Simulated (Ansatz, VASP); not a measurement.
**InSb3: VASP beside Ansatz**

```
Sb In
1.0
     4.80637    0.00000    0.00000
     0.00000    4.80637    0.00000
     0.00000    0.00000    4.80637
Sb In
3 1
Direct
  0.50000 0.50000 0.00000
  0.00000 0.50000 0.50000
  0.50000 0.00000 0.50000
  0.00000 0.00000 0.00000
```

The cell comes from a database or a generator and needn't be the stable form of this composition.

Alike in both runs: functional r2SCAN; k mesh 6 × 6 × 6; occupations fermi-dirac, width 0.05 eV; no spin polarisation.

|  | VASP | Ansatz |
| --- | --- | --- |
| version | VASP 6.6.1 | Ansatz 0.2.0 |
| potentials or method | VASP PAW PBE potentials, release 64 (Sb, In_d) | Ansatz PAW |
| plane-wave cutoff (eV) | 520 | 500 |
| valence electrons in the cell | 28 | 58 |
| task | single point | band structure |

```csv
,VASP,Ansatz,Ansatz less VASP
gap on the k mesh at the Fermi level (eV),none,none,-
pressure (GPa),-0.6,-0.6,+0.05
```

A gap of «none» marks a metal or a gap that the smearing closes. The functional is the same, so the differences come from potentials, cutoffs and numerics. The two sets of potentials don't hold the same shells in valence.

Caveats: the PAW data sets were made with another functional, which shifts forces and pressure a little (VASP); spin-orbit coupling is left out, which moves the levels of the heavy elements (Ansatz); the PAW data sets come from PBE, with cores solved anew for the run's functional, which leaves a small shift of forces and pressure (Ansatz). The runs have no spin-orbit coupling, so splittings on Sb are missing.
